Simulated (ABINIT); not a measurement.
Crystal: CdF2.

```
Cd F
1.0
     0.00000    2.69400    2.69400
     2.69400    0.00000    2.69400
     2.69400    2.69400    0.00000
Cd F
1 2
Direct
  0.00000 0.00000 0.00000
  0.75000 0.75000 0.75000
  0.25000 0.25000 0.25000
```

* Program: ABINIT 10.8.3 (patched build)
* Task: relaxation of cell and atoms
* Functional: PBE
* Potentials or basis: PseudoDojo NC SR PBE v0.4.1 standard
* Cutoff: 1442 eV
* k mesh: 7 × 7 × 7
* Occupations: fermi-dirac, width 0.05 eV
* Spin: no spin polarisation

At the start: pressure 5.3 GPa; volume 13.03 Å³/atom.

**Question.** How do energy, volume and symmetry change on relaxing?

**Answer.** Over 5 steps the energy falls by 10.4 meV/atom and the volume is 13.70 Å³/atom (+5.1 %); space group Fm-3m (No. 225, to 0.05 Å).

Step by step:
```
step  energy change (eV)  largest force (eV/Å)  pressure (GPa)  volume (Å³)
   1              0.0000                0.0000            5.27        39.10
   2             -0.0172                0.0000            3.43        39.74
   3             -0.0312                0.0000            0.23        41.00
   4             -0.0313                0.0000            0.01        41.09
   5             -0.0313                0.0000            0.00        41.10
```

Final structure:
```
Cd F
1.0
     0.00000    2.73906    2.73906
     2.73906    0.00000    2.73906
     2.73906    2.73906    0.00000
Cd F
1 2
Direct
  0.00000 0.00000 0.00000
  0.75000 0.75000 0.75000
  0.25000 0.25000 0.25000
```
